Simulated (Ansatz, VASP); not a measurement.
# One calculation of SiC (Moissanite), two programs

```
CELL_PARAMETERS angstrom
3.01321 0.00000 0.00000
-1.50660 2.60951 0.00000
0.00000 0.00000 4.94495
ATOMIC_POSITIONS crystal
Si 0.66667 0.33333 0.50000
Si 0.33333 0.66667 0.00000
C 0.66667 0.33333 0.88500
C 0.33333 0.66667 0.38500
```

Alike in both runs: task single point; functional BLYP; dispersion D3(BJ); k mesh 10 × 10 × 5; occupations fermi-dirac, width 0.05 eV; no spin polarisation.

```csv
,VASP,Ansatz
version,VASP 6.6.1,Ansatz 0.2.0
potentials or method,"VASP PAW PBE potentials, release 64 (Si, C)",Ansatz PAW
plane-wave cutoff (eV),520,420
valence electrons in the cell,16,16
```

Ansatz gave:

* gap on the k mesh at the Fermi level (eV): 2.74
* least direct gap on the mesh (eV): 4.47
* pressure (GPa): 12.9
* largest component of the traceless stress (GPa): 4.31
* rms of the force components (eV/Å): 0.498
* dispersion energy (meV/atom): -685.2

**Question.** What did VASP give for the same quantities?

**Answer.** gap on the k mesh at the Fermi level (eV): 2.74; least direct gap on the mesh (eV): 4.48; pressure (GPa): 13.6; largest component of the traceless stress (GPa): 4.28; rms of the force components (eV/Å): 0.499; dispersion energy (meV/atom): -685.2.

Atom by atom the forces differ by 0.001 eV/Å (rms over components).

Caveats: the PAW data sets were made with another functional, which shifts forces and pressure a little (VASP); an odd mesh through Γ misses points on the zone boundary, where band edges often lie (VASP); odd divisions of the mesh miss points on the zone boundary, where band edges often lie, so the gap on the mesh can be too wide (Ansatz); the pressure holds a Pulay correction of +0.4 GPa for the finite cutoff (Ansatz); the PAW data sets come from PBE, with cores solved anew for the run's functional, which leaves a small shift of forces and pressure (Ansatz).
